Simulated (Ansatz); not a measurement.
The system is PbF2 (Fluorocronite).

```xyz
3
Lattice="0.0000 2.9637 2.9637 2.9637 0.0000 2.9637 2.9637 2.9637 0.0000" Properties=species:S:1:pos:R:3 pbc="T T T"
Pb    0.0000    0.0000    0.0000
F     4.4455    4.4455    4.4455
F     1.4818    1.4818    1.4818
```

Base run:

```yaml
Program: Ansatz 0.2.0
Functional: r2SCAN
Potentials_or_basis: Ansatz PAW
Cutoff: "500 eV (not typed: the program's choice for these potentials)"
k_mesh: 8 × 8 × 8
Occupations: fermi-dirac, width 0.05 eV
Spin: no spin polarisation
```

Its results: band gap on the k mesh 4.93 eV, indirect (least direct gap 5.07 eV); pressure -0.2 GPa.

Q: The run is repeated on the same cell with these changes: functional from r2SCAN to PBE; cutoff from 500 eV (not typed: the program's choice for these potentials) to 420 eV (not typed: the program's choice for these potentials). What comes out?

A: Band gap on the k mesh 4.42 eV, indirect (least direct gap 4.57 eV); pressure 2.7 GPa.

r2SCAN gives the wider gap, since meta-GGAs in the generalised Kohn-Sham scheme recover part of the derivative discontinuity.

Caveats: spin-orbit coupling is left out, which as a rule narrows the gap of such compounds by several tenths of an eV; the PAW data sets come from PBE, with cores solved anew for the run's functional, which leaves a small shift of forces and pressure (some runs).
